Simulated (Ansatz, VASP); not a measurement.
**BaTe in VASP and in Ansatz**

File INCAR:

```
PREC = Accurate
ENCUT = 520
EDIFF = 1E-6
ISMEAR = -1
SIGMA = 0.02
LREAL = F
LASPH = T
NELM = 100
ALGO = Normal
ISIF = 2
LWAVE = F
LCHARG = F
GGA = PE
NBANDS = 15
```

KPOINTS

```
Automatic mesh
0
Gamma
  6 6 6
```

File POSCAR:

```
BaTe
1.0
    4.1689774058     -0.0758407511     -0.0758407511
   -0.0758407511      4.1689774058     -0.0758407511
   -0.0758407511     -0.0758407511      4.1689774058
Ba Te
1 1
Direct
    0.0000000000      0.0000000000      0.0000000000
    0.5000000000      0.5000000000      0.5000000000
```

Input for Ansatz:

```yaml
crystal:
  lattice:
    - [4.1689774058, -0.0758407511, -0.0758407511]
    - [-0.0758407511, 4.1689774058, -0.0758407511]
    - [-0.0758407511, -0.0758407511, 4.1689774058]
  atoms:
    - { symbol: Ba, position: [0.0, 0.0, 0.0] }
    - { symbol: Te, position: [0.5, 0.5, 0.5] }
kpoints:
  mp_grid: { grid: [6, 6, 6] }
  band_path:
    path:
      - [0.0, 0.0, 0.0]
      - [0.0, 0.5, 0.0]
      - [0.5, 0.5, 0.0]
      - [0.5, 0.5, 0.5]
      - [0.0, 0.5, 0.5]
    npoints: 1
hamiltonian:
  xc: pbe
scf:
  occupations: { method: fermi_dirac, width: 0.02 }
  n_extra_bands: 4
output:
  forces: true
  stress: true
  eigenvalues: true
  write_density: true
  write_potential: true
  elf: true
  volumetric_format: npy
```

Change from the starting cell: shear_111 strain -5.4%.

Alike in both runs: task single point; functional PBE; k mesh 6 × 6 × 6; occupations fermi-dirac, width 0.02 eV; no spin polarisation.

|  | VASP | Ansatz |
| --- | --- | --- |
| version | VASP 6.6.1 | Ansatz 0.2.0 |
| potentials or method | VASP PAW PBE potentials, release 64 (Ba_sv, Te) | plane waves, PAW |
| plane-wave cutoff (eV) | 520 | 420 |
| valence electrons in the cell | 16 | 26 |

```tsv
	VASP	Ansatz	Ansatz less VASP
gap on the k mesh at the Fermi level (eV)	0.63	0.75	+0.118
pressure (GPa)	2.7	2.2	-0.59
largest component of the traceless stress (GPa)	0.65	0.60	-0.050
```

The two sets of potentials don't hold the same shells in valence.

Caveats: spin-orbit coupling is left out, which moves the levels of the heavy elements. A k mesh can miss the band edges.
